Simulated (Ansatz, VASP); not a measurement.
**InAs: VASP beside Ansatz**

Wanted: the spread between two codes on one cell, functional and k mesh.

Calculated with Ansatz 0.2.0; plane waves, with VASP 6.6.1 beside it; band structure at HSE06.

## 1. Starting point

Symmetry: F-43m, No. 216, cubic system. The conventional cell has a = 6.058 Å, b = 6.058 Å, c = 6.058 Å, α = 90.00°, β = 90.00°, γ = 90.00°. Nearest to In lie 4 As at 2.62 Å. As has 4 In at 2.62 Å nearest. Farther neighbours are not listed.

Structure file:

```xyz
2
Lattice="0.0000 3.0290 3.0290 3.0290 0.0000 3.0290 3.0290 3.0290 0.0000" Properties=species:S:1:pos:R:3 pbc="T T T"
In    0.0000    0.0000    0.0000
As    1.5145    1.5145    1.5145
```

## 2. VASP: band structure, HSE06

The same path points are solved in both programs, so levels can be compared one by one.

Lines of VASP's logs that name or quote its potential files are left out, and so is its time.

The run reads the wave functions of an earlier VASP run, which isn't shown here.

Contents of INCAR:

```
SYSTEM = InAs
PREC = Accurate
ENCUT = 400
EDIFF = 1E-06
NELM = 100
ISMEAR = 0
SIGMA = 0.02
LREAL = .FALSE.
ALGO = Normal
LHFCALC = .TRUE.
AEXX = 0.25
GGA = PE
HFSCREEN = 0.2
LASPH = .TRUE.
NBANDS = 15
PRECFOCK = Fast
LORBIT = 11
LWAVE = .FALSE.
LCHARG = .FALSE.
KPAR = 4
```

Contents of POSCAR:

```
InAs
1.0
    0.0000000000      3.0290000000      3.0290000000
    3.0290000000      0.0000000000      3.0290000000
    3.0290000000      3.0290000000      0.0000000000
In As
1 1
Direct
    0.0000000000      0.0000000000      0.0000000000
    0.2500000000      0.2500000000      0.2500000000
```

Contents of KPOINTS:

```
Automatic mesh
0
Gamma
4 4 4
0 0 0
```

Contents of KPOINTS_OPT:

```
Line mode
6
Line-mode
Reciprocal
  0.00000000   0.00000000   0.00000000 GAMMA
  0.50000000   0.00000000   0.50000000 X

  0.50000000   0.00000000   0.50000000 X
  0.50000000   0.25000000   0.75000000 W

  0.50000000   0.25000000   0.75000000 W
  0.37500000   0.37500000   0.75000000 K

  0.37500000   0.37500000   0.75000000 K
  0.00000000   0.00000000   0.00000000 GAMMA

  0.00000000   0.00000000   0.00000000 GAMMA
  0.50000000   0.50000000   0.50000000 L

  0.50000000   0.50000000   0.50000000 L
  0.62500000   0.25000000   0.62500000 U

  0.62500000   0.25000000   0.62500000 U
  0.50000000   0.25000000   0.75000000 W

  0.50000000   0.25000000   0.75000000 W
  0.50000000   0.50000000   0.50000000 L

  0.50000000   0.50000000   0.50000000 L
  0.37500000   0.37500000   0.75000000 K

  0.62500000   0.25000000   0.62500000 U
  0.50000000   0.00000000   0.50000000 X
```

The projector-augmented-wave data sets are In_d and As (PBE family, release 64).

Started as:

```sh
$ mpirun -np 4 vasp_std
```

Numbers of over 12 decimals in the logs are rounded to 6 here.

The log of the run:

```text
[banner, memory and clock lines left out]
running    4 mpi-ranks, on    1 nodes
 distrk:  each k-point on    1 cores,    4 groups
 distr:  one band on    1 cores,    1 groups

 POSCAR found type information on POSCAR InAs
 POSCAR found :  2 types and       2 ions
 LDA part: xc-table for (Slater+PW92), standard interpolation
 found WAVECAR, reading the header
 POSCAR, INCAR and KPOINTS ok, starting setup
 FFT: planning ... GRIDC
 FFT: planning ... GRID_SOFT
 FFT: planning ... GRID
 reading WAVECAR
 the WAVECAR file was read successfully
 initial charge from wavefunction
 entering main loop
       N       E                     dE             d eps       ncg     rms          rms(c)
DAV:   1    -0.912310400618E+01   -0.91231E+01   -0.56408E-01   275   0.871E+00    0.362E+00
DAV:   2    -0.913466140441E+01   -0.11557E-01   -0.39853E-02   300   0.144E+00    0.379E+00
DAV:   3    -0.913361758147E+01    0.10438E-02   -0.14684E-03   313   0.479E-01    0.253E+00
DAV:   4    -0.913318729588E+01    0.43029E-03   -0.27027E-04   321   0.194E-01    0.159E+00
DAV:   5    -0.913306328617E+01    0.12401E-03   -0.81175E-05   283   0.948E-02    0.971E-01
DAV:   6    -0.913302529630E+01    0.37990E-04   -0.19492E-05   296   0.487E-02    0.590E-01
DAV:   7    -0.913301314176E+01    0.12155E-04   -0.48308E-06   268   0.244E-02    0.356E-01
DAV:   8    -0.913301003307E+01    0.31087E-05   -0.19514E-06   268   0.132E-02    0.214E-01
DAV:   9    -0.913300940456E+01    0.62850E-06   -0.67695E-07   211   0.726E-03
   1 F= -.91330094E+01 E0= -.91330094E+01  d E =-.380384E-37
 Start KPOINTS_OPT (optional k-point list driver)
k-point batch [1-8\60]
       N       E                     dE             ncg
DAV:   1     0.657571900008E+02   -0.25987E+04      247
DAV:   2    -0.940581128920E+03   -0.10063E+04      247
DAV:   3    -0.100998455558E+04   -0.69403E+02      331
DAV:   4    -0.101215079663E+04   -0.21662E+01      296
DAV:   5    -0.101223960625E+04   -0.88810E-01      371
DAV:   6    -0.101224340904E+04   -0.38028E-02      369
DAV:   7    -0.101224347546E+04   -0.66419E-04      385
DAV:   8    -0.101224347666E+04   -0.11962E-05      298
DAV:   9    -0.101224347670E+04   -0.45440E-07      281
[...]
k-point batch [57-60\60]
       N       E                     dE             ncg
DAV:   1     0.202088246400E+04   -0.21403E+04      120
DAV:   2     0.153199945162E+04   -0.48888E+03      127
DAV:   3     0.149635168781E+04   -0.35648E+02      169
DAV:   4     0.149533763648E+04   -0.10141E+01      163
DAV:   5     0.149530555252E+04   -0.32084E-01      192
DAV:   6     0.149530425614E+04   -0.12964E-02      185
DAV:   7     0.149530423500E+04   -0.21143E-04      192
DAV:   8     0.149530423477E+04   -0.22504E-06      137
```

From OUTCAR (step 2):

```text
ion  position               nearest neighbor table
   1  0.000  0.000  0.000-   2 2.62   2 2.62   2 2.62   2 2.62
   2  0.250  0.250  0.250-   1 2.62   1 2.62   1 2.62   1 2.62

  LATTYP: Found a face centered cubic cell.
 ALAT       =     6.0580000000

 Subroutine GETGRP returns: Found 24 space group operations
 (whereof 24 operations were pure point group operations)

The static configuration has the point symmetry T_d .

 Found      8 irreducible k-points:

   k-points           NKPTS =      8   k-points in BZ     NKDIM =     64   number of bands    NBANDS=     15

   dimension x,y,z NGX =    28 NGY =   28 NGZ =   28
   dimension x,y,z NGXF=    56 NGYF=   56 NGZF=   56

   ENCUT  =  400.0 eV  29.40 Ry    5.42 a.u.   6.99  6.99  6.99*2*pi/ulx,y,z

   NELECT =      18.0000    total number of electrons

 k-points in reciprocal lattice and weights: Automatic mesh
   0.00000000  0.00000000  0.00000000       0.016
   0.25000000  0.00000000  0.00000000       0.125
   0.50000000  0.00000000  0.00000000       0.062
   0.25000000  0.25000000  0.00000000       0.094
   0.50000000  0.25000000  0.00000000       0.375
  -0.25000000  0.25000000  0.00000000       0.188
   0.50000000  0.50000000  0.00000000       0.047
  -0.25000000  0.50000000  0.25000000       0.094

  exchange ACFDT corr.  =         0.00000000  see jH, gK, PRB 81, 115126

 average (electrostatic) potential at core
       1 -90.4480       2 -45.8271

 E-fermi :   4.2270

 k-point     1 :       0.0000    0.0000    0.0000
  band No.  band energies     occupation
    ...
      5     -11.9660      2.00000
      6      -8.9294      2.00000
      7       4.0497      2.00000
      8       4.0497      2.00000
      9       4.0497      2.00000
     10       4.6159      0.00000
     11       8.7387      0.00000
     12       8.7387      0.00000
     13       8.7387      0.00000
     14      12.5237      0.00000
    ...

 k-point     2 :       0.2500    0.0000    0.0000
  band No.  band energies     occupation
    ...
      5     -11.9650      2.00000
      6      -8.2782      2.00000
      7       0.1618      2.00000
      8       3.4434      2.00000
      9       3.4434      2.00000
     10       6.0361      0.00000
     11       9.4932      0.00000
     12       9.4932      0.00000
     13      10.0805      0.00000
     14      13.3163      0.00000
    ...

 k-point     3 :       0.5000    0.0000    0.0000
  band No.  band energies     occupation
    ...
      5     -11.9590      2.00000
      6      -7.3340      2.00000
      7      -2.1709      2.00000
      8       2.9880      2.00000
      9       2.9880      2.00000
     10       5.7327      0.00000
     11       9.5232      0.00000
     12       9.5232      0.00000
     13      11.7816      0.00000
     14      14.1613      0.00000
    ...

  energy-cutoff  :      400.00
  volume of cell :       55.58
      direct lattice vectors                 reciprocal lattice vectors
     0.000000000  3.029000000  3.029000000    -0.165070981  0.165070981  0.165070981
     3.029000000  0.000000000  3.029000000     0.165070981 -0.165070981  0.165070981
     3.029000000  3.029000000  0.000000000     0.165070981  0.165070981 -0.165070981

 POSITION                                       TOTAL-FORCE (eV/Angst)
 -----------------------------------------------------------------------------------
      0.00000      0.00000      0.00000         0.000000      0.000000      0.000000
      1.51450      1.51450      1.51450        -0.000000     -0.000000     -0.000000
 -----------------------------------------------------------------------------------
    total drift:                                0.000026      0.000019      0.000013

  FREE ENERGIE OF THE ION-ELECTRON SYSTEM (eV)
  ---------------------------------------------------
  free  energy   TOTEN  =        -9.1330094046 eV

  energy  without entropy=       -9.1330094046  energy(sigma->0) =       -9.13300940

 total charge
# of ion       s       p       d       tot
------------------------------------------
    1        0.844   0.751   9.906  11.500
    2        1.216   1.636   0.021   2.874
--------------------------------------------------
tot          2.060   2.387   9.927  14.374

[... 3 further parts left out ...]
```

Spin-orbit coupling is off here; with elements this heavy it splits and shifts levels by tenths of an eV or more.

(Continued in part 2 of 2.)

[Lines on the potential files, build, host, timing and source positions are cut from VASP's logs without a mark.]

[Logs are printed without paths, hosts, clocks, repeated set-up lines and the standing remarks that a program may print on its own settings, such as how far it seeks lower states.]

[Hosts, paths, dates, database ids (printed as entryN), source tags and the programs' standing remarks are cut or masked in the printed files.]
